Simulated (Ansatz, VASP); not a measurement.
## NiO: VASP beside Ansatz

File POSCAR:

```
NiO
1.0
    0.0000000000      2.0514606124      2.0514606124
    2.0514606124      0.0000000000      2.0514606124
    2.0514606124      2.0514606124      0.0000000000
Ni O
1 1
Direct
    0.0000000000      0.0000000000      0.0000000000
    0.5000000000      0.5000000000      0.5000000000
```

INCAR.step1

```
SYSTEM = NiO
PREC = Accurate
ENCUT = 520
ISMEAR = 0
SIGMA = 0.02
LREAL = .False.
LASPH = .True.
NELM = 150
ISPIN = 2
MAGMOM = 1.84 0.31
LMAXMIX = 4
NBANDS = 19
GGA = PE
ALGO = Normal
EDIFF = 1E-4
LWAVE = .True.
LCHARG = .False.
```

The input INCAR.step2:

```
SYSTEM = NiO
PREC = Accurate
ENCUT = 520
EDIFF = 1E-6
ISMEAR = 0
SIGMA = 0.02
LREAL = .False.
LASPH = .True.
NELM = 150
ALGO = Normal
ISIF = 2
LWAVE = .False.
LCHARG = .True.
ISPIN = 2
MAGMOM = 1.84 0.31
LORBIT = 11
LMAXMIX = 4
METAGGA = R2SCAN
LMIXTAU = .True.
LELF = .True.
LVHAR = .True.
NBANDS = 19
ISTART = 1
```

Contents of KPOINTS:

```
Automatic mesh
0
Gamma
  12 12 12
  0 0 0
```

Input for Ansatz:

```yaml
crystal:
  lattice:
    - [0.0, 2.0514606124, 2.0514606124]
    - [2.0514606124, 0.0, 2.0514606124]
    - [2.0514606124, 2.0514606124, 0.0]
  atoms:
    - { symbol: Ni, position: [0.0, 0.0, 0.0], spin: 1.84 }
    - { symbol: O, position: [0.5, 0.5, 0.5], spin: 0.31 }
basis:
  ecutwfc: 500
kpoints:
  mp_grid: { grid: [12, 12, 12] }
hamiltonian:
  xc: r2scan
scf:
  occupations: { method: gaussian, width: 0.02 }
output:
  forces: true
  stress: true
  eigenvalues: true
  populations: true
magnetization:
  spin_polarized: true
```

Alike in both runs: task single point; functional r2SCAN; k mesh 12 × 12 × 12; occupations gaussian, width 0.02 eV; collinear spin.

```csv
,VASP,Ansatz
version,VASP 6.6.1,Ansatz 0.2.0
potentials or method,"VASP PAW PBE potentials, release 64 (Ni, O)","scalar-relativistic, plane waves, PAW"
plane-wave cutoff (eV),520,500
valence electrons in the cell,16,24
```

```tsv
	VASP	Ansatz	Ansatz less VASP
gap on the k mesh at the Fermi level (eV)	0.51	0.59	+0.082
least direct gap on the mesh (eV)	1.67	1.74	+0.075
pressure (GPa)	15.4	15.3	-0.08
net moment per atom (μB)	1.00	1.00	0.000
size of the moment on the site where the two differ most (μB)	1.69	1.66	-0.029
```

Site moments also hang on the region over which each program counts them. The two sets of potentials don't hold the same shells in valence. Ansatz warned: «stability_check_not_made».

Caveats: so large a pressure means that the cell lies far from this level's equilibrium, or that cutoff or potentials fall short (VASP); the potentials were made for another functional, which shifts forces and pressure (VASP); a cell with one magnetic atom can't hold antiferromagnetic order, which such compounds often take. r2SCAN opens gaps a little over a GGA but as a rule still falls short of measured ones. A k mesh can miss the band edges.
